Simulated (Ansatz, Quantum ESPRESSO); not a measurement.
# Tuning the work function of Pd(100), part 4 of 8

Wanted: work-function changes of Pd(100) along a row of adsorbates.

Quantum ESPRESSO 7.5; plane-wave DFT, PBE, GBRV ultrasoft pseudopotentials; geometry by Ansatz 0.2.0 with PAW datasets.

So far. Step 5 (Geometry from Ansatz, Li overlayer): The relaxation lowers the energy by 13 meV an atom. Held were the atoms numbered 1, 2 and 3; the forces quoted are those on the free ones. Step 6 (Self-consistent run, Li overlayer): The message is a late symptom: the SCF loop had diverged, with an estimated accuracy of 4.55e+04 Ry in its last cycle.

### Step 7. Relaxation with Ansatz, Na overlayer

Level of this step: plane-wave DFT, PBE, Ansatz PAW (Ansatz 0.2.0).

System of this step: Pd(100), 5 layers, one monolayer of Na on hollow sites. The cell holds 6 atoms: 5 Pd and 1 Na. Its edges and angles: a = 2.751 Å, b = 2.751 Å, c = 26.780 Å, α = 90.0°, β = 90.0°, γ = 90.0°. It derives from Pd. Vacuum lies along c.

Input file input.yaml:

```yaml
crystal:
  lattice:
    - [2.7506453788, 0.0, 0.0]
    - [0.0, 2.7506453788, 0.0]
    - [0.0, 0.0, 26.78]
  atoms:
    - { symbol: Pd, position: [0.0, 0.0, 0.3099327857] }
    - { symbol: Pd, position: [0.5, 0.5, 0.3825616131] }
    - { symbol: Pd, position: [0.0, 0.0, 0.4551904406] }
    - { symbol: Pd, position: [0.5, 0.5, 0.5278192681] }
    - { symbol: Pd, position: [0.0, 0.0, 0.6004480956] }
    - { symbol: Na, position: [0.5, 0.5, 0.6881761126] }
kpoints:
  mp_grid: { grid: [10, 10, 1] }
hamiltonian:
  xc: pbe
scf:
  occupations: { method: fermi_dirac, width: 0.1 }
  convergence: { dr2_threshold: 1.0e-08 }
efield:
  axis: 3
  dipole_correction: true
  ramp_position: 0.97
  ramp_width: 0.04
relax:
  f_tol: 0.01
  constraints: [{ sites: [0, 1, 2] }]
output:
  write_potential: true
  write_density: true
  volumetric_format: npy
```

Run with:

```bash
$ ansatz run input.yaml --threads 4 --pin off --max-ram 8192MiB --backend cpu --events-out ev --progress --plain --runs-dir out
```

Numbers of over 12 decimals in the logs are rounded to 6 here.

Output:

```text
[...]
Crystal: 6 atoms, lattice volume = 202.619 Å³
Basis set: ecut = 420 eV, 4045 PW (Γ), exchange–correlation on 40×40×360 points (8 copies of the dense FFT grid, shifted against one another)
Bands: 60, of which v1, the nominal top of the filled ones, is band 50 counted from 1 (49 counted from 0)
Symmetry: 8 space group operations
[...]
F+E_penalty+E_count = -36349.80026526 eV   max|allowed force component| = 6.020e-3 eV/Å
  atoms:
    - { symbol: Pd, position: [0.0, 0.0, 0.3099327857] }
    - { symbol: Pd, position: [0.5, 0.5, 0.382562] }
    - { symbol: Pd, position: [0.0, 0.0, 0.4551904406] }
    - { symbol: Pd, position: [0.5, 0.5, 0.530826] }
    - { symbol: Pd, position: [0, 0.0, 0.606457] }
    - { symbol: Na, position: [0.5, 0.5, 0.688306] }
[key lines of the parts left out:]
SCF converged after 9 iterations
Free energy (F): -36349.800265 eV
Fermi energy:    5.497178 eV
Dipole field:    D = 0.072342 V/Å  (p = 0.081004 e·Å, saw-weighted, corrected)
Work function:   Φ+ = 3.1417 eV   Φ− = 5.0791 eV
```

It took 25 s on 4 threads of Arm Neoverse V1, shared host; peak memory 0.61 GiB.

Step by step:

```
step  energy less that of the first step (eV)  largest force component (eV/Å)
   1                                   0.0000                          0.6373
   2                                  -0.0212                          0.4440
   3                                  -0.0502                          0.0836
   4                                  -0.0516                          0.0060
```

The atoms that moved most (Å):

```
atom     dx     dy     dz  length
 Pd5  0.000  0.000  0.161   0.161
 Pd4  0.000  0.000  0.081   0.081
```

Final coordinates:

```xyz
6
Lattice="2.7506 0.0000 0.0000 0.0000 2.7506 0.0000 0.0000 0.0000 26.7800" Properties=species:S:1:pos:R:3
Pd    0.0000    0.0000    8.3000
Pd    1.3753    1.3753   10.2450
Pd    0.0000    0.0000   12.1900
Pd    1.3753    1.3753   14.2155
Pd    0.0000    0.0000   16.2409
Na    1.3753    1.3753   18.4328
```

The relaxation lowers the energy by 9 meV an atom. Held were the atoms numbered 1, 2 and 3; the forces quoted are those on the free ones.

Read from the output:

| Quantity | Value |
| --- | --- |
| free energy | -36349.8003 eV |
| energy at zero smearing | -36349.6552 eV |
| smearing term TS | 0.2901 eV |
| Fermi energy | 5.497 eV |
| work function of the upper face | 3.142 eV |
| work function of the lower face | 5.079 eV |
| dipole along the normal | 0.08100 e·Å |

### Step 8. Ground state, Na overlayer

Level of this step: plane-wave DFT, PBE, GBRV ultrasoft pseudopotentials (Quantum ESPRESSO 7.5).

Input file Na.esm.in:

```
&control
  prefix = 'Na.esm'
  outdir = './out'
  pseudo_dir = './pseudo'
  calculation = 'scf'
  tprnfor = .true.
/
&system
  ibrav = 0
  nat = 6
  ntyp = 2
  ecutwfc = 40
  ecutrho = 200
  occupations = 'smearing'
  smearing = 'mv'
  degauss = 0.02
  assume_isolated = 'esm'
  esm_bc = 'bc1'
/
&electrons
  conv_thr = 1e-07
  mixing_beta = 0.4
  electron_maxstep = 120
  mixing_mode = 'local-TF'
/
ATOMIC_SPECIES
  Pd  106.4200  pd_pbe_v1.4.uspp.F.UPF
  Na  22.9898  na_pbe_v1.5.uspp.F.UPF
CELL_PARAMETERS angstrom
  2.75064537880000 0.00000000000000 0.00000000000000
  0.00000000000000 2.75064537880000 0.00000000000000
  0.00000000000000 0.00000000000000 26.78000000000000
ATOMIC_POSITIONS crystal
  Pd  0.000000000000 0.000000000000 -0.189186489276
  Pd  0.500000000000 0.500000000000 -0.116557661876
  Pd  0.000000000000 0.000000000000 -0.043928834376
  Pd  0.500000000000 0.500000000000 0.031706328642
  Pd  -0.000000000000 0.000000000000 0.107337988172
  Na  0.500000000000 0.500000000000 0.189186489276
K_POINTS automatic
  10 10 1 0 0 0
```

Run with:

```bash
$ OMP_NUM_THREADS=1 mpirun -n 4 pw.x -nk 4 -in Na.esm.in > Na.esm.out
```

Output:

```text
[banner, memory and clock lines left out]
Program PWSCF v.7.5 starts

          URL

     Message from routine setup:
     using ibrav=0 with symmetry is DISCOURAGED, use correct ibrav instead

     G-vector sticks info

     bravais-lattice index     =            0
     lattice parameter (alat)  =       5.1980  a.u.
     unit-cell volume          =    1367.3396 (a.u.)^3
     number of atoms/cell      =            6
     number of atomic types    =            2
     number of electrons       =        89.00
     number of Kohn-Sham states=           54
     kinetic-energy cutoff     =      40.0000  Ry
     charge density cutoff     =     200.0000  Ry
     scf convergence threshold =      1.0E-07
     mixing beta               =       0.4000
     number of iterations used =            8  local-TF  mixing
     Exchange-correlation=  SLA  PW   PBX  PBC
                           (   1   4   3   4   0   0   0)

     Effective Screening Medium Method
     Boundary Conditions: Vacuum-Slab-Vacuum
     total charge in unit cell        =   0.0000
     grid points for fit at edges     =        4

     celldm(1)=   5.197966  celldm(2)=   0.000000  celldm(3)=   0.000000
     celldm(4)=   0.000000  celldm(5)=   0.000000  celldm(6)=   0.000000

     crystal axes: (cart. coord. in units of alat)
               a(1) = (   1.000000   0.000000   0.000000 )
               a(2) = (   0.000000   1.000000   0.000000 )
               a(3) = (   0.000000   0.000000   9.735897 )

     reciprocal axes: (cart. coord. in units 2 pi/alat)
               b(1) = (  1.000000  0.000000  0.000000 )
               b(2) = (  0.000000  1.000000  0.000000 )
               b(3) = (  0.000000  0.000000  0.102713 )

     PseudoPot. # 1 for Pd read from file:
     ./pseudo/pd_pbe_v1.4.uspp.F.UPF
     Pseudo is Ultrasoft + core correction, Zval = 16.0
     Generated by new atomic code, or converted to UPF format
     Using radial grid of  887 points,  6 beta functions with:
                l(1) =   0
                l(2) =   0
                l(3) =   1
                l(4) =   1
                l(5) =   2
                l(6) =   2
     Q(r) pseudized with  8 coefficients,  rinner =    1.130   1.130   1.130
                                                       1.130   1.130

     PseudoPot. # 2 for Na read from file:
     ./pseudo/na_pbe_v1.5.uspp.F.UPF
     Pseudo is Ultrasoft, Zval =  9.0
     Generated by new atomic code, or converted to UPF format
     Using radial grid of  819 points,  5 beta functions with:
                l(1) =   0
                l(2) =   0
                l(3) =   1
                l(4) =   1
                l(5) =   2
     Q(r) pseudized with  8 coefficients,  rinner =    1.250   1.250   1.250
                                                       1.250   1.250

     atomic species   valence    mass     pseudopotential
[...]
negative rho (up, down):  7.164E-01 0.000E+00

     total energy              =   -1091.40544941 Ry
     estimated scf accuracy    <      16.10569500 Ry

     iteration #113     ecut=    40.00 Ry     beta= 0.40
     Davidson diagonalization with overlap
     c_bands:  5 eigenvalues not converged
     ethr =  9.59E-03,  avg # of iterations =  6.0

     negative rho (up, down):  6.902E-01 0.000E+00

     total energy              =   -1092.35124814 Ry
     estimated scf accuracy    <     124.75937533 Ry

     iteration #114     ecut=    40.00 Ry     beta= 0.40
     Davidson diagonalization with overlap
     ethr =  9.59E-03,  avg # of iterations =  1.0

     negative rho (up, down):  6.194E-01 0.000E+00

     total energy              =   -1089.98230784 Ry
     estimated scf accuracy    <      52.88039219 Ry

     iteration #115     ecut=    40.00 Ry     beta= 0.40
     Davidson diagonalization with overlap
     ethr =  9.59E-03,  avg # of iterations =  1.0

     negative rho (up, down):  4.436E-01 0.000E+00

     total energy              =   -1087.61459969 Ry
     estimated scf accuracy    <      35.61561464 Ry

     iteration #116     ecut=    40.00 Ry     beta= 0.40
     Davidson diagonalization with overlap
     ethr =  9.59E-03,  avg # of iterations =  4.3

     negative rho (up, down):  4.462E-01 0.000E+00

     total energy              =   -1092.11074814 Ry
     estimated scf accuracy    <      80.86989189 Ry

     iteration #117     ecut=    40.00 Ry     beta= 0.40
     Davidson diagonalization with overlap
     ethr =  9.59E-03,  avg # of iterations =  1.0

     negative rho (up, down):  5.140E-01 0.000E+00

     total energy              =   -1091.39989101 Ry
     estimated scf accuracy    <      80.27762897 Ry

     iteration #118     ecut=    40.00 Ry     beta= 0.40
     Davidson diagonalization with overlap
     ethr =  9.59E-03,  avg # of iterations =  1.0

     negative rho (up, down):  7.449E-01 0.000E+00

     total energy              =   -1090.42980257 Ry
     estimated scf accuracy    <      69.30501902 Ry

     iteration #119     ecut=    40.00 Ry     beta= 0.40
     Davidson diagonalization with overlap
     ethr =  9.59E-03,  avg # of iterations =  6.4

     negative rho (up, down):  8.271E-01 0.000E+00

     total energy              =   -1095.62686525 Ry
     estimated scf accuracy    <      84.41617191 Ry

     iteration #120     ecut=    40.00 Ry     beta= 0.40
     Davidson diagonalization with overlap
     c_bands:  1 eigenvalues not converged
     c_bands:  2 eigenvalues not converged
     c_bands:  5 eigenvalues not converged
     c_bands:  5 eigenvalues not converged
     ethr =  9.59E-03,  avg # of iterations = 12.0

     negative rho (up, down):  8.105E-01 0.000E+00

     total energy              =   -1099.81602986 Ry
     estimated scf accuracy    <     300.39632729 Ry

     End of self-consistent calculation

     convergence NOT achieved after 120 iterations: stopping

     XML data file, charge density

                                        0.00s GPU  (   14363 calls)

Note: The following floating-point exceptions are signalling: IEEE_DIVIDE_BY_ZERO IEEE_UNDERFLOW_FLAG
Note: The following floating-point exceptions are signalling: IEEE_DIVIDE_BY_ZERO IEEE_UNDERFLOW_FLAG
Note: The following floating-point exceptions are signalling: IEEE_DIVIDE_BY_ZERO IEEE_UNDERFLOW_FLAG
Note: The following floating-point exceptions are signalling: IEEE_DIVIDE_BY_ZERO IEEE_UNDERFLOW_FLAG
```

Wall time 33 min (4 MPI ranks); peak memory 0.72 GiB.

The run ended without convergence. The estimated SCF accuracy went from 859 Ry in the first cycle kept to 8.53 Ry at best and 300 Ry in the last.

More iterations help only where the error still falls; otherwise the mixing, the start or the set-up has to change.

### Step 9. Geometry from Ansatz, Mg overlayer

Level of this step: plane-wave DFT, PBE, Ansatz PAW (Ansatz 0.2.0).

System of this step: Pd(100), 5 layers, one monolayer of Mg on hollow sites. The cell holds 6 atoms: 5 Pd and 1 Mg. Its edges and angles: a = 2.751 Å, b = 2.751 Å, c = 26.780 Å, α = 90.0°, β = 90.0°, γ = 90.0°. It derives from Pd. Vacuum lies along c.

input.yaml is the input of step 7 with these lines changed:

```diff
@@ -11,3 +11,3 @@
     - { symbol: Pd, position: [0.0, 0.0, 0.6004480956] }
-    - { symbol: Na, position: [0.5, 0.5, 0.6881761126] }
+    - { symbol: Mg, position: [0.5, 0.5, 0.6756606941] }
 kpoints:
```

Run with:

```bash
$ ansatz run input.yaml --threads 4 --pin off --max-ram 8192MiB --backend cpu --events-out ev --progress --plain --runs-dir out
```

Output:

```text
[...]
Crystal: 6 atoms, lattice volume = 202.619 Å³
Basis set: ecut = 420 eV, 4045 PW (Γ), exchange–correlation on 40×40×360 points (8 copies of the dense FFT grid, shifted against one another)
Bands: 60, of which v1, the nominal top of the filled ones, is band 50 counted from 1 (49 counted from 0)
Symmetry: 8 space group operations
[...]
F+E_penalty+E_count = -36787.72240635 eV   max|allowed force component| = 4.824e-3 eV/Å
  atoms:
    - { symbol: Pd, position: [0.0, 0.0, 0.3099327857] }
    - { symbol: Pd, position: [0.5, 0.5, 0.382562] }
    - { symbol: Pd, position: [0.0, 0.0, 0.4551904406] }
    - { symbol: Pd, position: [0.5, 0.5, 0.530884] }
    - { symbol: Pd, position: [0, 0.0, 0.608158] }
    - { symbol: Mg, position: [0.5, 0.5, 0.676174] }
[key lines of the parts left out:]
SCF converged after 9 iterations
Free energy (F): -36787.722406 eV
Fermi energy:    5.499859 eV
Dipole field:    D = 0.047547 V/Å  (p = 0.053241 e·Å, saw-weighted, corrected)
Work function:   Φ+ = 3.8054 eV   Φ− = 5.0787 eV
```

Run time: 19 s. Hardware: 4 threads; peak memory 0.62 GiB; 72 s of CPU time.

Step by step:

```
step  energy less that of the first step (eV)  largest force component (eV/Å)
   1                                   0.0000                          1.1177
   2                                  -0.1072                          0.0493
   3                                  -0.1074                          0.0048
```

The atoms that moved most (Å):

```
atom     dx     dy     dz  length
 Pd5  0.000  0.000  0.206   0.206
 Pd4  0.000  0.000  0.082   0.082
 Mg6  0.000  0.000  0.014   0.014
```

The relaxed structure:

```xyz
6
Lattice="2.7506 0.0000 0.0000 0.0000 2.7506 0.0000 0.0000 0.0000 26.7800" Properties=species:S:1:pos:R:3
Pd    0.0000    0.0000    8.3000
Pd    1.3753    1.3753   10.2450
Pd    0.0000    0.0000   12.1900
Pd    1.3753    1.3753   14.2171
Pd    0.0000    0.0000   16.2865
Mg    1.3753    1.3753   18.1079
```

The relaxation lowers the energy by 18 meV an atom. Held were the atoms numbered 1, 2 and 3; the forces quoted are those on the free ones.

Read from the output:

* free energy: -36787.7224 eV
* energy at zero smearing: -36787.5845 eV
* smearing term TS: 0.2759 eV
* Fermi energy: 5.500 eV
* work function of the upper face: 3.805 eV
* dipole along the normal: 0.05324 e·Å

[end of part 4 of 8]

[Logs are printed without paths, hosts, clocks, repeated set-up lines and the standing remarks that a program may print on its own settings, such as how far it seeks lower states.]

[Hosts, paths, dates, database ids (printed as entryN), source tags and the programs' standing remarks are cut or masked in the printed files.]

[Maps of the electrostatic potential energy from Ansatz leave out the sawtooth potential of an applied field or a dipole correction, so their vacuum need not be flat; planar profiles and work functions include it.]
